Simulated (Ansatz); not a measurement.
## Profile along the Te–Zn line in ZnTe (zinc blende)

ZnTe (zinc blende)

```cif
data_TeZn
_chemical_formula_sum 'Te1 Zn1'
_space_group_name_H-M_alt 'P 1'
_space_group_IT_number 1
_cell_length_a 4.32283
_cell_length_b 4.32283
_cell_length_c 4.32283
_cell_angle_alpha 60.000
_cell_angle_beta 60.000
_cell_angle_gamma 60.000
loop_
_space_group_symop_operation_xyz
  'x, y, z'
loop_
_atom_site_label
_atom_site_type_symbol
_atom_site_fract_x
_atom_site_fract_y
_atom_site_fract_z
_atom_site_occupancy
Te1 Te 0.75000 0.75000 0.75000 1
Zn1 Zn 0.00000 0.00000 0.00000 1
```

Fields along a shortest Te–Zn line of a {110} plane (2.65 Å), from Te to Zn, interpolated on the slice's grid (step about 0.3 Å). Level of theory: r2SCAN (plane waves to 500 eV, PAW, scalar-relativistic; Ansatz, an electronic-structure program). k mesh 9×9×9. These are valence fields of a PAW run, semicore shells included where kept as valence: close to a nucleus they are smooth pseudo fields. Spin-orbit coupling is left out, though Te is heavy. ZnTe was relaxed with its symmetry unable to fall.

| distance from Te (Å) | valence electron density (e/Å³) | electron localisation function |
|---|---|---|
| 0.00 | 17.60 | x |
| 0.27 | 13.40 | x |
| 0.53 | 5.61 | 0.15 |
| 0.80 | 1.30 | 0.44 |
| 1.06 | 0.60 | 0.65 |
| 1.32 | 0.41 | 0.67 |
| 1.59 | 0.38 | 0.29 |
| 1.86 | 0.73 | 0.16 |
| 2.12 | 3.35 | 0.04 |
| 2.38 | 21.36 | x |
| 2.65 | 38.61 | x |

x: too close to a nucleus for the ELF to mean much.

Density on the Te–Zn line (2.65 Å) at its density minimum, 1.5 Å from Te: 0.37 e/Å³. ELF at that point: 0.4. ELF maximum in the middle third of the Te–Zn line: 0.72, 1.2 Å from Te.
